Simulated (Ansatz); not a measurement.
TiAl3 under changes of volume

One of the cells (15.634 Å³/atom); the others are scaled copies at fixed shape and fractional positions:

```xyz
4
Lattice="-1.9111 1.9111 4.2807 1.9111 -1.9111 4.2807 1.9111 1.9111 -4.2807" Properties=species:S:1:pos:R:3 pbc="T T T"
Ti    0.0000    0.0000    0.0000
Al    1.9111    0.0000    2.1403
Al    0.0000    1.9111    2.1403
Al    0.0000    0.0000    4.2807
```

The cell comes from a database or a generator and needn't be the stable form of this composition.

| Quantity | Value |
| --- | --- |
| Program | Ansatz 0.2.0 |
| Functional | r2SCAN |
| Potentials or basis | Ansatz PAW |
| Cutoff | 500 eV (not typed: the program's choice for these potentials) |
| k mesh | 10 × 10 × 10 |
| Occupations | fermi-dirac, width 0.05 eV |
| Spin | no spin polarisation |

```csv
volume (Å³/atom),energy over the lowest point (meV/atom),pressure (GPa)
14.696,23.07,8.2
15.009,10.03,5.2
15.322,2.52,2.5
15.634,0.00,0.1
15.947,2.01,-2.1
16.260,8.11,-4.1
16.572,?,?
```

Question: What does the run at 16.572 Å³/atom give?

Answer: Energy over the lowest point 17.92 meV/atom; pressure -5.9 GPa.

Worked out: A Birch-Murnaghan fit of order 3 (a polynomial in V^(-2/3)) to the other rows has its minimum at 15.65 Å³/atom with B0 = V·E''(V) = 115 GPa and B' = 4.0 at fixed shape and positions, which overstates the stiffness. It gives 17.90 meV/atom at 16.572 Å³/atom, against the run's 17.92, and -dE/dV = -5.9 GPa, against -5.9.

Energies are extrapolated to zero smearing.

Caveats: the PAW data sets come from PBE, with cores solved anew for the run's functional, which leaves a small shift of forces and pressure.
